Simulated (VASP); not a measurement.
# MgO: NMR shieldings, part 6 of 7

Wanted: the shieldings and field gradients at the nuclei of MgO. The cell has space group P6_3mc, a computed entry that need not be the common form of this compound. The start is a computed cell from the Materials Project.

VASP 6.6.1, plane waves and PAW; the level of theory is named at each step.

So far. Step 2 (Ground state): The cell has a gap of 3.51 eV on this mesh and a pressure of -3.5 GPa, which holds the misfit of the given cell and coordinates with this functional, and any error of cutoff, mesh and data sets. Step 4 (Cell strained): Against the first shielding run the largest change is -0.3 ppm, on O6.

## Step 5: Atoms moved

Level of this step: chemical shifts by linear response (GIPAW), LDA; plane waves and PAW (Mg, O) (VASP).

The atoms are moved at random, which breaks the symmetry and shows how shieldings follow the geometry.

Contents of INCAR:

```
SYSTEM = MgO
PREC = Accurate
ENCUT = 560
EDIFF = 1E-09
NELM = 100
ISMEAR = 0
SIGMA = 0.01
LREAL = .FALSE.
ALGO = Normal
GGA = CA
NBANDS = 24
LWAVE = .FALSE.
LCHARG = .FALSE.
KPAR = 4
LCHIMAG = .TRUE.
LEFG = .TRUE.
DQ = 0.001
ICHIBARE = 1
LNMR_SYM_RED = .TRUE.
```

Contents of POSCAR:

```
MgO
1.0
    3.2505941898      0.0000000000      0.0000000000
   -1.6252970949      2.8150971457      0.0000000000
    0.0000000000      0.0000000000     10.3863377325
Mg O
4 4
Direct
    0.6744100000      0.3364500000      0.4665000000
    0.0007000000      0.0004430000      0.7257020000
   -0.0280140000      0.0159290000      0.2261830000
    0.3597480000      0.6742720000      0.9691650000
    0.6567660000      0.3463940000      0.2847550000
   -0.0229650000     -0.0279950000      0.0272450000
    0.0033350000     -0.0102780000      0.5281440000
    0.3958490000      0.6651880000      0.7783960000
```

Contents of KPOINTS:

```
Automatic mesh
0
Gamma
8 8 2
0 0 0
```

The projector-augmented-wave data sets are Mg and O (LDA family, release 64).

Started as:

```
$ mpirun -np 4 vasp_std
```

Output:

```text
[... set-up lines as in an earlier step ...]
 entering main loop
       N       E                     dE             d eps       ncg     rms          rms(c)
DAV:   1     0.144758635471E+03    0.14476E+03   -0.15209E+04  3264   0.123E+03
DAV:   2    -0.496921003472E+02   -0.19445E+03   -0.18344E+03  4464   0.251E+02
DAV:   3    -0.606653297351E+02   -0.10973E+02   -0.10925E+02  4200   0.623E+01
DAV:   4    -0.607372148958E+02   -0.71885E-01   -0.71879E-01  3552   0.591E+00
DAV:   5    -0.607377212735E+02   -0.50638E-03   -0.50636E-03  4224   0.485E-01    0.164E+01
DAV:   6    -0.522546938080E+02    0.84830E+01   -0.35756E+01  3672   0.350E+01    0.572E+00
DAV:   7    -0.519983646236E+02    0.25633E+00   -0.62339E-01  3432   0.547E+00    0.315E+00
DAV:   8    -0.518535882370E+02    0.14478E+00   -0.25342E-01  4192   0.457E+00    0.566E-01
DAV:   9    -0.518495322826E+02    0.40560E-02   -0.23150E-02  4032   0.102E+00    0.160E-01
DAV:  10    -0.518496440525E+02   -0.11177E-03   -0.88436E-04  4208   0.198E-01    0.618E-02
DAV:  11    -0.518496333016E+02    0.10751E-04   -0.13084E-04  4408   0.152E-01    0.228E-02
DAV:  12    -0.518496187846E+02    0.14517E-04   -0.81537E-05  4248   0.843E-02    0.911E-03
DAV:  13    -0.518496143161E+02    0.44685E-05   -0.13681E-05  4112   0.378E-02    0.756E-03
DAV:  14    -0.518496116032E+02    0.27128E-05   -0.34745E-06  4144   0.291E-02    0.313E-03
DAV:  15    -0.518496115715E+02    0.31705E-07   -0.23814E-06  4256   0.113E-02    0.216E-03
DAV:  16    -0.518496115251E+02    0.46370E-07   -0.35842E-07  4192   0.432E-03    0.133E-03
DAV:  17    -0.518496114888E+02    0.36375E-07   -0.27815E-07  4064   0.454E-03    0.549E-04
DAV:  18    -0.518496114868E+02    0.20011E-08   -0.32229E-08  3672   0.122E-03    0.283E-04
DAV:  19    -0.518496114859E+02    0.85538E-09   -0.37968E-09  4088   0.437E-04
ion   1
     0.0000000     0.0362689     0.1007649     0.3874889     0.0765663    -0.2373150
     0.0000337     0.0362689     0.1007649     0.3874889     0.0765663    -0.2373150
     0.0000464     0.0362689     0.1007649     0.3874889     0.0765663    -0.2373150
     0.0000638     0.0362689     0.1007649     0.3874889     0.0765663    -0.2373150
     0.0000879     0.0362689     0.1007649     0.3874889     0.0765663    -0.2373150

     0.0000000     0.5495003     1.4893298     5.5671940     1.0967010    -3.4166788
     0.0000337     0.5494998     1.4893283     5.5671883     1.0966998    -3.4166753
     0.0000464     0.5494994     1.4893273     5.5671847     1.0966991    -3.4166730
     0.0000638     0.5494988     1.4893257     5.5671786     1.0966979    -3.4166693
     0.0000879     0.5494978     1.4893230     5.5671686     1.0966960    -3.4166631

ion   2
     0.0000000     1.5318340    -0.1888550    -0.6968138    -0.7367885     0.0405672
     0.0000337     1.5318340    -0.1888550    -0.6968138    -0.7367885     0.0405672
     0.0000464     1.5318340    -0.1888550    -0.6968138    -0.7367885     0.0405672
     0.0000638     1.5318340    -0.1888550    -0.6968138    -0.7367885     0.0405672
     0.0000879     1.5318340    -0.1888550    -0.6968138    -0.7367885     0.0405672

     0.0000000    21.7499593    -2.5561244    -9.7883319   -10.3794157     0.0809713
     0.0000337    21.7499369    -2.5561218    -9.7883218   -10.3794051     0.0809713
     0.0000464    21.7499228    -2.5561201    -9.7883154   -10.3793983     0.0809712
     0.0000638    21.7498991    -2.5561173    -9.7883047   -10.3793870     0.0809711
     0.0000879    21.7498595    -2.5561127    -9.7882869   -10.3793681     0.0809710

ion   3
     0.0000000    -0.4428004     0.1401042    -0.5086516    -0.2889638     0.0678286
     0.0000337    -0.4428004     0.1401042    -0.5086516    -0.2889638     0.0678286
     0.0000464    -0.4428004     0.1401042    -0.5086516    -0.2889638     0.0678286
     0.0000638    -0.4428004     0.1401042    -0.5086516    -0.2889638     0.0678286
     0.0000879    -0.4428004     0.1401042    -0.5086516    -0.2889638     0.0678286

     0.0000000    -6.4173683     2.0129961    -7.4638742    -4.1439678     0.9283006
     0.0000337    -6.4173617     2.0129941    -7.4638666    -4.1439635     0.9282996
     0.0000464    -6.4173575     2.0129928    -7.4638617    -4.1439608     0.9282990
     0.0000638    -6.4173505     2.0129906    -7.4638535    -4.1439563     0.9282980
     0.0000879    -6.4173388     2.0129869    -7.4638400    -4.1439488     0.9282963

ion   4
     0.0000000     0.7475116     0.3851246    -0.1825566     0.3486499     0.6855171
     0.0000337     0.7475116     0.3851246    -0.1825566     0.3486499     0.6855171
     0.0000464     0.7475116     0.3851246    -0.1825566     0.3486499     0.6855171
     0.0000638     0.7475116     0.3851246    -0.1825566     0.3486499     0.6855171
     0.0000879     0.7475116     0.3851246    -0.1825566     0.3486499     0.6855171

     0.0000000    10.4833669     5.5489199    -2.4275205     5.0085705     9.7725935
     0.0000337    10.4833561     5.5489142    -2.4275180     5.0085654     9.7725835
     0.0000464    10.4833493     5.5489106    -2.4275164     5.0085621     9.7725771
     0.0000638    10.4833379     5.5489046    -2.4275137     5.0085567     9.7725665
     0.0000879    10.4833188     5.5488945    -2.4275093     5.0085476     9.7725487

ion   5
     0.0000000    -0.6407882     0.1259075     3.1821412    -1.2250293    -0.2660181
     0.0000293    -0.6407882     0.1259075     3.1821412    -1.2250293    -0.2660181
     0.0000403    -0.6407882     0.1259075     3.1821411    -1.2250293    -0.2660181
     0.0000555    -0.6407882     0.1259075     3.1821411    -1.2250293    -0.2660181
     0.0000765    -0.6407882     0.1259075     3.1821410    -1.2250293    -0.2660180

     0.0000000    -1.4490561     0.4040071     9.3010324    -3.6084368    -0.8274222
     0.0000293    -1.4490558     0.4040070     9.3010301    -3.6084359    -0.8274220
     0.0000403    -1.4490556     0.4040070     9.3010286    -3.6084353    -0.8274218
     0.0000555    -1.4490553     0.4040068     9.3010260    -3.6084343    -0.8274216
     0.0000765    -1.4490547     0.4040066     9.3010216    -3.6084326    -0.8274212

ion   6
     0.0000000     2.2748338     1.0760978    -2.6397615     2.8123247     1.5301287
     0.0000293     2.2748338     1.0760978    -2.6397615     2.8123247     1.5301287
     0.0000403     2.2748338     1.0760978    -2.6397615     2.8123246     1.5301287
     0.0000555     2.2748338     1.0760978    -2.6397615     2.8123246     1.5301287
     0.0000765     2.2748337     1.0760978    -2.6397614     2.8123245     1.5301287

     0.0000000     6.0936293     2.7307818    -7.2641124     8.1531650     3.8499618
[...]
RMM:   1    -0.104884826526E+03   -0.10488E+03   -0.13993E+02  5789   0.496E+01
RMM:   2    -0.108319526827E+03   -0.34347E+01   -0.10454E+01  6572   0.822E+00
RMM:   3    -0.108525788202E+03   -0.20626E+00   -0.25135E-01  6570   0.139E+00
RMM:   4    -0.108534921212E+03   -0.91330E-02   -0.21363E-02  6620   0.349E-01
RMM:   5    -0.108535686498E+03   -0.76529E-03   -0.11616E-03  6591   0.851E-02
RMM:   6    -0.108535740495E+03   -0.53997E-04   -0.13245E-04  6385   0.244E-02
RMM:   7    -0.108535745381E+03   -0.48858E-05   -0.70761E-06  5776   0.603E-03
RMM:   8    -0.108535745762E+03   -0.38160E-06   -0.89317E-07  5583   0.182E-03
RMM:   9    -0.108535745802E+03   -0.40224E-07   -0.60056E-08  4897   0.497E-04
RMM:  10    -0.108535745806E+03   -0.34708E-08   -0.75519E-09  4320   0.172E-04
RMM:  11    -0.108535745806E+03   -0.42124E-09   -0.66463E-10  3766   0.737E-05
BDIR= 3  IDIR= 1  IQ=  0
DAV:   1    -0.266888881174E+03   -0.26689E+03   -0.72236E-10  1776   0.193E-04
DAV:   2    -0.266888881174E+03    0.27399E-10   -0.72884E-11  1784   0.601E-05
       N       E                     dE             d eps       ncg     rms
RMM:   1    -0.104892688974E+03   -0.10489E+03   -0.13996E+02  5790   0.496E+01
RMM:   2    -0.108330085266E+03   -0.34374E+01   -0.10466E+01  6572   0.822E+00
RMM:   3    -0.108536557131E+03   -0.20647E+00   -0.25110E-01  6569   0.139E+00
RMM:   4    -0.108545758151E+03   -0.92010E-02   -0.21553E-02  6622   0.350E-01
RMM:   5    -0.108546521937E+03   -0.76379E-03   -0.11597E-03  6588   0.849E-02
RMM:   6    -0.108546575622E+03   -0.53686E-04   -0.13120E-04  6382   0.243E-02
RMM:   7    -0.108546580488E+03   -0.48659E-05   -0.70710E-06  5769   0.602E-03
RMM:   8    -0.108546580871E+03   -0.38252E-06   -0.89594E-07  5583   0.182E-03
RMM:   9    -0.108546580911E+03   -0.40179E-07   -0.60904E-08  4891   0.496E-04
RMM:  10    -0.108546580914E+03   -0.33678E-08   -0.72027E-09  4308   0.170E-04
RMM:  11    -0.108546580915E+03   -0.41187E-09   -0.62681E-10  3761   0.738E-05
BDIR= 3  IDIR= 1  IQ=  1
DAV:   1    -0.266880634346E+03   -0.26688E+03   -0.29459E-02  3696   0.927E-01
DAV:   2    -0.266880749685E+03   -0.11534E-03   -0.11534E-03  3936   0.191E-01
DAV:   3    -0.266880750152E+03   -0.46759E-06   -0.46760E-06  3984   0.118E-02
DAV:   4    -0.266880750158E+03   -0.54381E-08   -0.54352E-08  4000   0.129E-03
DAV:   5    -0.266880750158E+03   -0.10135E-09   -0.85035E-10  3096   0.145E-04
       N       E                     dE             d eps       ncg     rms
RMM:   1    -0.104899724294E+03   -0.10490E+03   -0.13999E+02  5784   0.496E+01
RMM:   2    -0.108338048429E+03   -0.34383E+01   -0.10461E+01  6571   0.822E+00
RMM:   3    -0.108546370813E+03   -0.20832E+00   -0.25209E-01  6568   0.140E+00
RMM:   4    -0.108555691294E+03   -0.93205E-02   -0.21986E-02  6623   0.352E-01
RMM:   5    -0.108556460381E+03   -0.76909E-03   -0.11639E-03  6592   0.851E-02
RMM:   6    -0.108556514105E+03   -0.53723E-04   -0.13022E-04  6380   0.243E-02
RMM:   7    -0.108556519126E+03   -0.50208E-05   -0.72498E-06  5777   0.612E-03
RMM:   8    -0.108556519520E+03   -0.39484E-06   -0.94962E-07  5589   0.185E-03
RMM:   9    -0.108556519560E+03   -0.39456E-07   -0.59876E-08  4907   0.491E-04
RMM:  10    -0.108556519563E+03   -0.32932E-08   -0.69666E-09  4321   0.168E-04
RMM:  11    -0.108556519564E+03   -0.40089E-09   -0.61241E-10  3772   0.733E-05
BDIR= 3  IDIR= 2  IQ= -1
DAV:   1    -0.266850690228E+03   -0.26685E+03   -0.29422E-02  3720   0.928E-01
DAV:   2    -0.266850806001E+03   -0.11577E-03   -0.11577E-03  4016   0.191E-01
DAV:   3    -0.266850806472E+03   -0.47044E-06   -0.47042E-06  3920   0.118E-02
DAV:   4    -0.266850806477E+03   -0.54254E-08   -0.54173E-08  4040   0.128E-03
DAV:   5    -0.266850806477E+03   -0.11323E-09   -0.84883E-10  3056   0.142E-04
       N       E                     dE             d eps       ncg     rms
RMM:   1    -0.104904853009E+03   -0.10490E+03   -0.13934E+02  5717   0.496E+01
RMM:   2    -0.108351046312E+03   -0.34462E+01   -0.10609E+01  6535   0.834E+00
RMM:   3    -0.108563146521E+03   -0.21210E+00   -0.25498E-01  6578   0.142E+00
RMM:   4    -0.108572191793E+03   -0.90453E-02   -0.21084E-02  6620   0.356E-01
RMM:   5    -0.108572956052E+03   -0.76426E-03   -0.11736E-03  6593   0.866E-02
RMM:   6    -0.108573008908E+03   -0.52856E-04   -0.12807E-04  6376   0.246E-02
RMM:   7    -0.108573013845E+03   -0.49370E-05   -0.72538E-06  5759   0.624E-03
RMM:   8    -0.108573014228E+03   -0.38278E-06   -0.90755E-07  5584   0.188E-03
RMM:   9    -0.108573014266E+03   -0.38529E-07   -0.58763E-08  4936   0.492E-04
RMM:  10    -0.108573014269E+03   -0.33236E-08   -0.75832E-09  4364   0.169E-04
RMM:  11    -0.108573014270E+03   -0.35223E-09   -0.55157E-10  3761   0.706E-05
BDIR= 3  IDIR= 2  IQ=  0
DAV:   1    -0.266888881174E+03   -0.26689E+03   -0.72238E-10  1776   0.193E-04
DAV:   2    -0.266888881174E+03    0.20293E-10   -0.73073E-11  1784   0.601E-05
       N       E                     dE             d eps       ncg     rms
RMM:   1    -0.104912038709E+03   -0.10491E+03   -0.13939E+02  5714   0.496E+01
RMM:   2    -0.108351057960E+03   -0.34390E+01   -0.10555E+01  6535   0.834E+00
RMM:   3    -0.108561619677E+03   -0.21056E+00   -0.25230E-01  6576   0.142E+00
RMM:   4    -0.108570524761E+03   -0.89051E-02   -0.20582E-02  6616   0.354E-01
RMM:   5    -0.108571289017E+03   -0.76426E-03   -0.11633E-03  6588   0.869E-02
RMM:   6    -0.108571342821E+03   -0.53804E-04   -0.13234E-04  6370   0.249E-02
RMM:   7    -0.108571347726E+03   -0.49053E-05   -0.71236E-06  5746   0.622E-03
RMM:   8    -0.108571348100E+03   -0.37417E-06   -0.87465E-07  5574   0.187E-03
RMM:   9    -0.108571348139E+03   -0.39039E-07   -0.60018E-08  4925   0.499E-04
RMM:  10    -0.108571348143E+03   -0.34237E-08   -0.78210E-09  4367   0.172E-04
RMM:  11    -0.108571348143E+03   -0.36735E-09   -0.57466E-10  3756   0.711E-05
BDIR= 3  IDIR= 2  IQ=  1
DAV:   1    -0.266926840288E+03   -0.26693E+03   -0.29410E-02  3712   0.928E-01
DAV:   2    -0.266926955949E+03   -0.11566E-03   -0.11566E-03  4024   0.191E-01
DAV:   3    -0.266926956420E+03   -0.47031E-06   -0.47034E-06  3920   0.119E-02
DAV:   4    -0.266926956425E+03   -0.54212E-08   -0.53993E-08  4056   0.128E-03
DAV:   5    -0.266926956425E+03   -0.35243E-10   -0.85059E-10  3048   0.142E-04
       N       E                     dE             d eps       ncg     rms
RMM:   1    -0.104918412902E+03   -0.10492E+03   -0.13944E+02  5712   0.496E+01
RMM:   2    -0.108349151385E+03   -0.34307E+01   -0.10489E+01  6535   0.833E+00
RMM:   3    -0.108559145468E+03   -0.20999E+00   -0.25018E-01  6575   0.141E+00
RMM:   4    -0.108567980100E+03   -0.88346E-02   -0.20435E-02  6614   0.353E-01
RMM:   5    -0.108568737270E+03   -0.75717E-03   -0.11508E-03  6592   0.867E-02
RMM:   6    -0.108568790329E+03   -0.53059E-04   -0.12912E-04  6370   0.248E-02
RMM:   7    -0.108568795287E+03   -0.49580E-05   -0.74581E-06  5758   0.626E-03
RMM:   8    -0.108568795666E+03   -0.37915E-06   -0.86686E-07  5572   0.187E-03
RMM:   9    -0.108568795706E+03   -0.39834E-07   -0.60756E-08  4939   0.505E-04
RMM:  10    -0.108568795709E+03   -0.34404E-08   -0.78888E-09  4378   0.173E-04
RMM:  11    -0.108568795710E+03   -0.36869E-09   -0.57920E-10  3763   0.713E-05
       N       E                     dE             d eps       ncg     rms
RLQ:   1    -0.156097320303E+01   -0.15610E+01   -0.27135E+00  4289   0.576E+00
RLQ:   2    -0.167788000539E+01   -0.11691E+00   -0.27649E-01  6092   0.144E+00
RLQ:   3    -0.168543774418E+01   -0.75577E-02   -0.10209E-02  6523   0.262E-01
RLQ:   4    -0.168582741029E+01   -0.38967E-03   -0.82577E-04  6258   0.644E-02
RLQ:   5    -0.168585698561E+01   -0.29575E-04   -0.52281E-05  5755   0.162E-02
RLQ:   6    -0.168585940935E+01   -0.24237E-05   -0.60763E-06  5755   0.465E-03
RLQ:   7    -0.168585963866E+01   -0.22931E-06   -0.42894E-07  5505   0.124E-03
RLQ:   8    -0.168585965693E+01   -0.18268E-07   -0.48328E-08  4857   0.363E-04
RLQ:   9    -0.168585965829E+01   -0.13590E-08   -0.21490E-09  4128   0.111E-04
RLQ:  10    -0.168585965839E+01   -0.10542E-09   -0.24363E-10  3528   0.591E-05
```

Elapsed: 11 min, on 4 MPI ranks of Intel Xeon 6975P-C (Granite Rapids), shared host; peak memory 3.5 GiB.

(Continued in part 7 of 7.)

[Lines on the potential files, build, host, timing and source positions are cut from VASP's logs without a mark.]

[Logs are printed without paths, hosts, clocks, repeated set-up lines and the standing remarks that a program may print on its own settings, such as how far it seeks lower states.]

[Hosts, paths, dates, database ids (printed as entryN), source tags and the programs' standing remarks are cut or masked in the printed files.]
